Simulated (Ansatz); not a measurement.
LuH2 under changes of volume

One of the cells (10.624 Å³/atom); the others are scaled copies at fixed shape and fractional positions:

```xyz
3
Lattice="0.0000 2.5165 2.5165 2.5165 0.0000 2.5165 2.5165 2.5165 0.0000" Properties=species:S:1:pos:R:3 pbc="T T T"
Lu    0.0000    0.0000    0.0000
H     3.7748    3.7748    3.7748
H     1.2583    1.2583    1.2583
```

| Quantity | Value |
| --- | --- |
| Program | Ansatz 0.2.0 |
| Functional | LDA |
| Potentials or basis | all-electron LAPW, scalar-relativistic |
| Cutoff | 233 eV (chosen from the basis error) |
| Basis error allowed | 0.002 eV/atom |
| k mesh | 9 × 9 × 9 |
| Occupations | fermi-dirac, width 0.05 eV |
| Spin | no spin polarisation |

```tsv
volume (Å³/atom)	energy over the lowest point (meV/atom)	pressure (GPa)
9.987	0.00	-1.3
10.199	3.07	-3.3
10.412	8.67	-5.1
10.624	16.58	-6.8
10.837	?	?
11.049	38.38	-9.6
11.262	51.90	-10.8
```

Question: What does the run at 10.837 Å³/atom give?

Answer: Energy over the lowest point 26.54 meV/atom; pressure -8.2 GPa.

Worked out: A Birch-Murnaghan fit of order 3 (a polynomial in V^(-2/3)) to the other rows has its minimum at 9.86 Å³/atom, just outside them, with B0 = V·E''(V) = 106 GPa and B' = 4.0. It gives 26.58 meV/atom at 10.837 Å³/atom, against the run's 26.54, and -dE/dV = -8.2 GPa, against -8.2.

Energies are extrapolated to zero smearing.
